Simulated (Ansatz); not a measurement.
Is this Li₅Cl₄ stable against decomposition?

These are results of Ansatz, DFT PBE, scalar-relativistic, plane waves, PAW, not measurements. Settings: cutoff 420 eV, Γ-centred meshes spaced at most about 0.3 Å⁻¹, and about 0.25 Å⁻¹ or finer for metals (2π included), Gaussian smearing. No spin polarisation.

Energies over the elements count from the elements' standard structures at the same level (Cl₂ as a molecule), with no fitted energy shifts.

Temperature and zero-point effects are left out.

The competitors are the elements and 1 reference phase of this chemical system (from databases or known types: LiCl), relaxed at the same level; other known phases may be missing.

The candidate was reached from: 4-connected net, two elements alternating, guests in its cages.

Space group Pbam (No. 55). a = 6.249 Å, b = 17.213 Å, c = 3.581 Å, α = 90.00°, β = 90.00°, γ = 90.00°
```tsv
atom	site	symmetry	x	y	z
Li	4g	..m	0.5832	0.6863	0.0000
Li	4h	..m	0.5577	0.9006	0.5000
Li	2a	..2/m	0.0000	0.0000	0.0000
Cl	4g	..m	0.4592	0.8149	0.0000
Cl	4h	..m	0.4568	0.6039	0.5000
```

The lowest competing mixture at this composition:

| phase | space group | source | share of atoms | ΔE_f (eV/atom) |
| --- | --- | --- | --- | --- |
| Li | - | element | 0.1111 | -0.0036 |
| LiCl | P6_3mc (No. 186) | Materials Project | 0.8889 | -1.878 |

The lowest database cell of Li (-0.0036) lies slightly below the reference, hence the non-zero entry.

Question: What are the hull's energy here, the candidate's formation energy and its margin?

Answer: The hull lies at -1.670 eV/atom, the weighted sum of the last column. The candidate has -1.560 eV/atom, which is 110 meV/atom above it (109 meV/atom from unrounded values). The candidate matches no cell in the subsets of the Crystallography Open Database and the Materials Project at hand. It is metastable at best. Whether it is a true minimum wasn't tested by phonons.
